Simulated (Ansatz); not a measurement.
The reference is GeO$_{2}$ in the rutile structure (space group P4_2/mnm, No. 136; a = 4.4884 Å, c = 2.9053 Å). Axes: x, y, z lie along a, b, c of the conventional cell.

Level of theory: DFT with PBE, PAW potentials and a 420 eV plane-wave cutoff in Ansatz (a quantum-chemistry and plane-wave program), without spin-orbit coupling, earlier PAW set.

Before the change:

```
Property                                      Result
-----------------------------  ---------------------
Valence-band top at Γ          0.00, -0.79, -0.79 eV
Pressure                                    0.1 kbar
Shortest interatomic distance                1.900 Å
Gap character                            direct at Γ
```

Modification: tensor shear ε_xy = −0.96 % (engineering shear γ = -0.0192), atoms relaxed at fixed cell.

**Question.** Estimate the effect on the energy relative to the base, valence-band top at Γ, pressure, shortest interatomic distance and gap character.

**Answer.** The energy goes up by 2.5 meV/atom; the valence-band top at Γ (three highest levels, from the VBM) goes from 0.00, -0.79, -0.79 eV to 0.00, -0.74, -0.84 eV; the pressure (mean of the normal stresses, compression positive) rises by 1.1 kbar (0.1 kbar → 1.2 kbar); the shortest interatomic distance shrinks by 0.007 Å (1.900 Å → 1.893 Å); the gap character is still direct at Γ.

The cells carry an imposed strain or load. Stability against distortions was not tested. k-point labels follow each cell's own Brillouin zone.
